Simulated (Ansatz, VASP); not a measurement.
## Be: VASP beside Ansatz

File INCAR:

```
PREC = Accurate
ENCUT = 520
EDIFF = 1E-8
ISMEAR = -1
SIGMA = 0.05
LREAL = False
LASPH = True
NELM = 60
ALGO = Normal
ISIF = 2
LWAVE = False
LCHARG = False
GGA = PE
LEFG = True
NBANDS = 7
```

Contents of KPOINTS:

```
Automatic mesh
0
Gamma
  20 20 20
```

POSCAR

```
Be
1.0
   -1.2694215948      1.2694215948      1.2127282195
    1.2694215948     -1.2694215948      1.2127282195
    1.2694215948      1.2694215948     -1.2127282195
Be
1
Direct
    0.0000000000      0.0000000000      0.0000000000
```

Input for Ansatz:

```yaml
crystal:
  lattice:
    - [-1.2694215948, 1.2694215948, 1.2127282195]
    - [1.2694215948, -1.2694215948, 1.2127282195]
    - [1.2694215948, 1.2694215948, -1.2127282195]
  atoms:
    - { symbol: Be, position: [0.0, 0.0, 0.0] }
kpoints:
  mp_grid: { grid: [20, 20, 20] }
scf:
  occupations: { method: fermi_dirac, width: 0.05 }
hamiltonian:
  xc: pbe
  pseudopotentials: { kind: paw }
output:
  forces: true
  stress: true
  eigenvalues: true
  efg: { contact_densities: true }
  write_density: true
  write_potential: true
  elf: true
  volumetric_format: npy
```

Change from the starting cell: z stretched by -3 % at fixed volume, PAW files.

Alike in both runs: task electric field gradients; functional PBE; k mesh 20 × 20 × 20; occupations fermi-dirac, width 0.05 eV; no spin polarisation.

|  | VASP | Ansatz |
| --- | --- | --- |
| version | VASP 6.6.1 | Ansatz 0.2.0 |
| potentials or method | VASP PAW PBE potentials, release 64 (Be) | PAW with Ansatz's default frozen-core files, scalar-relativistic |
| plane-wave cutoff (eV) | 520 | 420 |
| valence electrons in the cell | 2 | 2 |

|  | VASP | Ansatz | Ansatz less VASP |
| --- | --- | --- | --- |
| pressure (GPa) | 0.4 | 0.3 | -0.16 |
| largest component of the traceless stress (GPa) | 2.50 | 2.50 | -0.009 |
| Vzz of the field gradient on the site that differs most (V/Å²) | -0.7 | -0.7 | +0.09 |
